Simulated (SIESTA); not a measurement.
LaB6:

```xyz
7
Lattice="4.1570 0.0000 0.0000 0.0000 4.1570 0.0000 0.0000 0.0000 4.1570" Properties=species:S:1:pos:R:3 pbc="T T T"
La    0.0000    0.0000    0.0000
B     2.0785    2.0785    3.3360
B     2.0785    2.0785    0.8210
B     2.0785    3.3360    2.0785
B     3.3360    2.0785    2.0785
B     2.0785    0.8210    2.0785
B     0.8210    2.0785    2.0785
```

* Program: SIESTA 5.4.2
* Task: single point
* Functional: PBE
* Potentials or basis: PseudoDojo 0.4 standard (PBE files)
* Basis: DZP (energy shift 0.003 Ry; two zetas on semicore shells)
* Grid cutoff: 800 Ry
* Energy shift: 0.003 Ry
* k mesh: 7 × 7 × 7
* Occupations: fermi-dirac, width 0.05 eV
* Spin: no spin polarisation

On this cell: pressure 4.3 GPa; largest force 0.560 eV/Å; band gap on the k mesh none (metal or under the smearing width).

The same run follows on a disturbed copy (atoms moved at random, drawn with an rms of 0.05 Å):

```xyz
7
Lattice="4.1570 0.0000 0.0000 0.0000 4.1570 0.0000 0.0000 0.0000 4.1570" Properties=species:S:1:pos:R:3 pbc="T T T"
La   -0.0195   -0.0082    0.0299
B     2.0721    2.1143    3.2867
B     2.1069    2.0464    0.8371
B     2.0897    3.4054    2.0699
B     3.3601    2.0069    2.1051
B     2.1138    0.8296    2.0328
B     0.8105    2.0597    2.0620
```

Q: What changes?

A: The energy (extrapolated to zero smearing) moves by +40.3 meV/atom; pressure 5.2 GPa; largest force 3.351 eV/Å; band gap on the k mesh none (metal or under the smearing width).

Forces on the atoms (eV/Å):
```
La   0.168 -0.061 -0.209
B    0.142 -0.219  1.085
B   -0.314  1.046 -1.035
B   -0.043 -3.349 -0.126
B   -1.127  1.135 -0.396
B   -0.524  1.125  0.598
B    1.699  0.322  0.083
```

Stress tensor (GPa, compression positive):
```
 5.29  1.94 -0.34
 1.94  5.68 -2.46
-0.34 -2.46  4.68
```

Caveats: the basis of atomic orbitals isn't converged, which shifts pressures, moduli and gaps.
